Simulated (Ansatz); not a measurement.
**Lu: from a first guess to the relaxed sc type**

First guess:

```yaml
crystal:
  lattice:
    - [3.21951, 0.00000, 0.00000]
    - [0.00000, 3.21951, 0.00000]
    - [0.00000, 0.00000, 3.21951]
  atoms:
    - { symbol: Lu, position: [0.00000, 0.00000, 0.00000] }
```

Method: Ansatz 0.2.0, DFT, PBE, PAW with Ansatz's default frozen-core files, scalar-relativistic.

Cell and atoms relax within the symmetry of the start on a 13×13×13 k mesh with 0.03 eV Fermi–Dirac smearing.

The start is built from a prototype, known or not as a phase of this compound; the cutoff is 420 eV.

No spin–orbit coupling, which matters for the heavy atoms here.

(1) What is the pressure of the first guess?

(2) What does it relax to?

(3) How much energy does the relaxation release?

Answers

(1) -0.46 GPa.

(2) a = 3.203 Å, b = 3.203 Å, c = 3.203 Å, α = 90.00°, β = 90.00°, γ = 90.00° (conventional cell), 32.86 Å³ per atom:
```
CELL_PARAMETERS angstrom
3.20283 0.00000 0.00000
0.00000 3.20283 0.00000
0.00000 0.00000 3.20283
ATOMIC_POSITIONS crystal
Lu 0.00000 0.00000 0.00000
```

(3) 1 meV/atom.
